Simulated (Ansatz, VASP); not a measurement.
Given: the input of a run of VASP 6.6.1 on InP.

File INCAR:

```
SYSTEM = InP
ALGO = Normal
EDIFF = 1E-7
ENCUT = 520
ISIF = 2
ISMEAR = -1
LASPH = .True.
LCHARG = .True.
LELF = .True.
LREAL = .False.
LVHAR = .True.
LWAVE = .False.
NBANDS = 16
NELM = 80
PREC = Accurate
SIGMA = 0.05
```

Contents of KPOINTS:

```
k-points
0
Gamma
  8 8 8
  0 0 0
```

File POSCAR:

```
InP
1.0
    0.0000000000      2.8231386496      2.8231386496
    2.8231386496      0.0000000000      2.8231386496
    2.8231386496      2.8231386496      0.0000000000
In P
1 1
Direct
    0.0000000000      0.0000000000      0.0000000000
    0.5000000000      0.5000000000      0.5000000000
```

Potentials or basis: VASP PAW LDA potentials, release 64 (In_d, P).

Run with:

```sh
$ cat potpaw_LDA.64/In_d/POTCAR potpaw_LDA.64/P/POTCAR > POTCAR
$ mpirun -np 1 vasp_std > vasp.out
```

Q: Set up the same calculation for Ansatz 0.2.0. Potentials there: Ansatz PAW.

A: As run (the cutoff follows the program's own potentials):

File input.yaml:

```yaml
crystal:
  lattice:
    - [0.0, 2.8231386496, 2.8231386496]
    - [2.8231386496, 0.0, 2.8231386496]
    - [2.8231386496, 2.8231386496, 0.0]
  atoms:
    - { symbol: In, position: [0.0, 0.0, 0.0] }
    - { symbol: P, position: [0.5, 0.5, 0.5] }
hamiltonian:
  xc: lda
  pseudopotentials: { kind: paw }
kpoints:
  mp_grid: { grid: [8, 8, 8] }
scf:
  occupations: { method: fermi_dirac, width: 0.05 }
output:
  forces: true
  stress: true
  eigenvalues: true
```

Potentials or basis: Ansatz PAW.

Command:

```bash
$ ansatz run input.yaml --threads 2 --pin off --max-ram 5632MiB --backend cpu --events-out ev --progress --plain --runs-dir out
```

Both were run:

|  | VASP | Ansatz | Ansatz less VASP |
| --- | --- | --- | --- |
| gap on the k mesh at the Fermi level (eV) | none | none | - |
| pressure (GPa) | -8.2 | -8.2 | -0.01 |

A gap of «none» marks a metal or a gap that the smearing closes.

Caveats: the PAW data sets come from PBE, with cores solved anew for the run's functional, which leaves a small shift of forces and pressure (Ansatz).
